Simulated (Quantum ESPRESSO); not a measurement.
# SiC (Moissanite) (P6_3mc) in Quantum ESPRESSO: further runs, part 2 of 2

Quantum ESPRESSO 7.5. The steps go on from the part before.

**5. Relaxation of cell and atoms, PBEsol, target pressure 10 GPa, at which the enthalpy is minimised**

Input file pw.in:

```
&CONTROL
  calculation = 'vc-relax'
  prefix = 'pwscf'
  outdir = './tmp'
  pseudo_dir = './pseudo'
  tprnfor = .true.
  tstress = .true.
  disk_io = 'low'
  nstep = 40
  forc_conv_thr = 0.0004
  etot_conv_thr = 1d-05
/
&SYSTEM
  ibrav = 0
  celldm(1) = 8
  nat = 4
  ntyp = 2
  ecutwfc = 63
  ecutrho = 506
  nbnd = 14
  input_dft = 'pbesol'
  occupations = 'smearing'
  smearing = 'fd'
  degauss = 0.00367493
/
&ELECTRONS
  conv_thr = 8d-10
  electron_maxstep = 120
  mixing_beta = 0.5
/
&IONS
  ion_dynamics = 'bfgs'
/
&CELL
  cell_dynamics = 'bfgs'
  press = 100
  press_conv_thr = 0.3
/
ATOMIC_SPECIES
Si    28.0850 Si.pbe-n-rrkjus_psl.1.0.0.UPF
C     12.0110 C.pbe-n-kjpaw_psl.1.0.0.UPF
CELL_PARAMETERS alat
  0.7265996949186   0.0000000000000   0.0000000000000
 -0.3632998474593   0.6292537941719   0.0000000000000
  0.0000000000000   0.0000000000000   1.1924171846389
ATOMIC_POSITIONS crystal
Si     0.6666666667    0.3333333333    0.5000000000
Si     0.3333333333    0.6666666667    0.0000000000
C      0.6666666667    0.3333333333    0.8850000000
C      0.3333333333    0.6666666667    0.3850000000
K_POINTS automatic
10 10 5 0 0 0
```

Command:

```sh
$ OMP_NUM_THREADS=1 pw.x -in pw.in > pw.out
```

Run time: 2.3 min. Hardware: 1 thread of Intel Xeon Platinum 8223CL at 3.00GHz (Skylake/Cascade Lake), shared host; peak memory 0.27 GiB.

The run converged. Its results:

```
Free energy                                            : -802.7559 eV
Relaxed volume                                         : 9.94 Å³/atom
Relaxed cell                                           : a = 3.037 Å, b = 3.037 Å, c = 4.981 Å, α = 90.00°, β = 90.00°, γ = 120.00°
Space group after relaxing (to 0.05 Å)                 : P6_3mc (No. 186)
Energy change on relaxing (the enthalpy is what falls) : +3.6 meV/atom
Ionic steps                                            : 5
Pressure after relaxing                                : 10.0 GPa
Band gap on the k mesh                                 : 2.21 eV, indirect (least direct gap 3.92 eV)
```

Forces in eV/Å, atoms in the order of the input:
```
Si   0.000  0.000 -0.002
Si   0.000  0.000 -0.002
C    0.000  0.000  0.002
C    0.000  0.000  0.002
```

The path:
```tsv
step	energy change (eV)	largest force (eV/Å)	pressure (GPa)	volume (Å³)
1	0.0000	0.7536	0.79	41.36
2	0.0415	0.1918	12.14	39.45
3	0.0168	0.0807	10.12	39.76
4	0.0132	0.0107	9.88	39.79
5	0.0142	0.0021	9.99	39.78
```

Final structure:
```
Si C
1.0
     3.03657    0.00000    0.00000
    -1.51829    2.62975    0.00000
     0.00000    0.00000    4.98130
Si C
2 2
Direct
  0.66667 0.33333 0.50462
  0.33333 0.66667 0.00462
  0.66667 0.33333 0.88038
  0.33333 0.66667 0.38038
```

Levels at points of the mesh, in eV from the valence-band top:
```csv
k point,band 5,band 6,band 7,band 8,band 9,band 10,band 11,band 12
"(0.00, 0.00, 0.00)",-1.34,-0.11,0.00,0.00,5.05,6.57,6.83,6.83
"(0.00, -0.50, 0.00)",-5.62,-3.46,-3.43,-1.21,2.71,4.17,7.09,7.20
```

Caveat: the potentials were made for another functional, which shifts forces and pressure; an odd mesh through Γ misses points on the zone boundary, where band edges often lie.

**6. Relaxation of cell and atoms, PBEsol, target pressure 20 GPa, at which the enthalpy is minimised**

Input file pw.in:

```
&CONTROL
  calculation = 'vc-relax'
  prefix = 'pwscf'
  outdir = './tmp'
  pseudo_dir = './pseudo'
  tprnfor = .true.
  tstress = .true.
  disk_io = 'low'
  nstep = 40
  forc_conv_thr = 0.0004
  etot_conv_thr = 1d-05
/
&SYSTEM
  ibrav = 0
  A = 3.076
  nat = 4
  ntyp = 2
  ecutwfc = 63
  ecutrho = 506
  nbnd = 14
  input_dft = 'pbesol'
  occupations = 'smearing'
  smearing = 'fd'
  degauss = 0.00367493
/
&ELECTRONS
  conv_thr = 8d-10
  electron_maxstep = 120
  mixing_beta = 0.5
/
&IONS
  ion_dynamics = 'bfgs'
/
&CELL
  cell_dynamics = 'bfgs'
  press = 200
  press_conv_thr = 0.3
/
ATOMIC_SPECIES
Si    28.0850 Si.pbe-n-rrkjus_psl.1.0.0.UPF
C     12.0110 C.pbe-n-kjpaw_psl.1.0.0.UPF
CELL_PARAMETERS alat
   1.0000000000    0.0000000000    0.0000000000
  -0.5000000000    0.8660254038    0.0000000000
   0.0000000000    0.0000000000    1.6410923277
ATOMIC_POSITIONS alat
Si     0.5000000000    0.2886751346    0.8205461638
Si    -0.0000000001    0.5773502692    0.0000000000
C      0.5000000000    0.2886751346    1.4523667100
C     -0.0000000001    0.5773502692    0.6318205462
K_POINTS automatic
10 10 5 0 0 0
```

Potentials or basis: SSSP 1.3 efficiency PBE.

Command:

```sh
$ OMP_NUM_THREADS=1 pw.x -in pw.in > pw.out
```

It took 3 min on 1 thread of Intel Xeon Platinum 8223CL at 3.00GHz (Skylake/Cascade Lake), shared host; peak memory 0.27 GiB.

Results (log left out):

| Property | Result |
| --- | --- |
| Free energy | -802.6249 eV |
| Relaxed volume | 9.59 Å³/atom |
| Relaxed cell | a = 3.001 Å, b = 3.001 Å, c = 4.921 Å, α = 90.00°, β = 90.00°, γ = 120.00° |
| Space group after relaxing (to 0.05 Å) | P6_3mc (No. 186) |
| Energy change on relaxing (the enthalpy is what falls) | +36.1 meV/atom |
| Ionic steps | 7 |
| Pressure after relaxing | 20.0 GPa |
| Band gap on the k mesh | 2.15 eV, indirect (least direct gap 3.99 eV) |

Step by step:
```csv
step,energy change (eV),largest force (eV/Å),pressure (GPa),volume (Å³)
1,0.0000,0.7536,0.79,41.36
2,0.2866,0.1968,27.58,37.44
3,0.1368,0.1070,19.40,38.45
4,0.1419,0.0578,19.82,38.40
5,0.1446,0.0085,20.02,38.37
6,0.1443,0.0023,20.00,38.37
7,0.1443,0.0000,20.00,38.37
```

Final structure:
```
Si C
1.0
     3.00071    0.00000    0.00000
    -1.50036    2.59869    0.00000
     0.00000    0.00000    4.92107
Si C
2 2
Direct
  0.66667 0.33333 0.50462
  0.33333 0.66667 0.00462
  0.66667 0.33333 0.88038
  0.33333 0.66667 0.38038
```

Levels at points of the mesh, in eV from the valence-band top:
```csv
k point,band 6,band 7,band 8,band 9,band 10,band 11
"(0.00, 0.00, 0.00)",-0.11,0.00,0.00,5.36,6.94,7.05
"(0.00, -0.50, 0.00)",-3.56,-3.50,-1.22,2.77,4.20,7.34
```

Caveat: the potentials were made for another functional, which shifts forces and pressure; an odd mesh through Γ misses points on the zone boundary, where band edges often lie.

**7. Relaxation of cell and atoms, PBEsol, target pressure 30 GPa, at which the enthalpy is minimised**

Edit pw.in of step 6 so:

```diff
@@ -35,3 +35,3 @@
   cell_dynamics = 'bfgs'
-  press = 200
+  press = 300
   press_conv_thr = 0.3
```

Command:

```sh
$ OMP_NUM_THREADS=1 pw.x -in pw.in > pw.out
```

Wall time 3 min (1 thread of Intel Xeon Platinum 8223CL at 3.00GHz (Skylake/Cascade Lake), shared host); peak memory 0.27 GiB.

Results (log left out):

- Free energy: -802.4376 eV
- Relaxed volume: 9.29 Å³/atom
- Relaxed cell: a = 2.969 Å, b = 2.969 Å, c = 4.868 Å, α = 90.00°, β = 90.00°, γ = 120.00°
- Space group after relaxing (to 0.05 Å): P6_3mc (No. 186)
- Energy change on relaxing (the enthalpy is what falls): +82.7 meV/atom
- Ionic steps: 7
- Pressure after relaxing: 30.0 GPa
- Band gap on the k mesh: 2.10 eV, indirect (least direct gap 4.05 eV)

The path:
```
step  energy change (eV)  largest force (eV/Å)  pressure (GPa)  volume (Å³)
   1              0.0000                0.7536            0.79        41.36
   2              0.7303                0.2000           46.46        35.50
   3              0.2922                0.1137           27.99        37.40
   4              0.3275                0.0733           29.80        37.19
   5              0.3348                0.0073           30.19        37.15
   6              0.3319                0.0054           30.05        37.17
   7              0.3308                0.0020           30.00        37.17
```

Final structure:
```xyz
4
Lattice="2.9694 0.0000 0.0000 -1.4847 2.5716 0.0000 0.0000 0.0000 4.8681" Properties=species:S:1:pos:R:3 pbc="T T T"
Si    1.4847    0.8572    2.4565
Si    0.0000    1.7144    0.0225
C     1.4847    0.8572    4.2858
C     0.0000    1.7144    1.8517
```

Levels at points of the mesh, in eV from the valence-band top:
```csv
k point,band 6,band 7,band 8,band 9,band 10,band 11
"(0.00, 0.00, 0.00)",-0.11,0.00,0.00,5.63,7.24,7.24
"(0.00, -0.50, 0.00)",-3.66,-3.57,-1.23,2.82,4.23,7.47
```

Caveat: the potentials were made for another functional, which shifts forces and pressure; an odd mesh through Γ misses points on the zone boundary, where band edges often lie.

**8. Summary**

```tsv
cell	gap on the mesh (eV)	pressure (GPa)
relaxed to 0.3 kbar	2.28	0.0
relaxed to 2 GPa	2.27	2.0
relaxed to 5 GPa	2.25	5.0
relaxed to 10 GPa	2.21	10.0
relaxed to 20 GPa	2.15	20.0
relaxed to 30 GPa	2.10	30.0
```

Alike in all rows: task relaxation of cell and atoms; level PBEsol; potentials or basis SSSP 1.3 efficiency PBE; no spin polarisation; k mesh 10 × 10 × 5; cutoff (eV) 857; smearing fermi-dirac 0.05 eV.

Caveats: the potentials were made for another functional, which shifts forces and pressure; an odd mesh through Γ misses points on the zone boundary, where band edges often lie.

Total energies depend on the potentials used, so only differences within one code and one set of settings carry meaning.
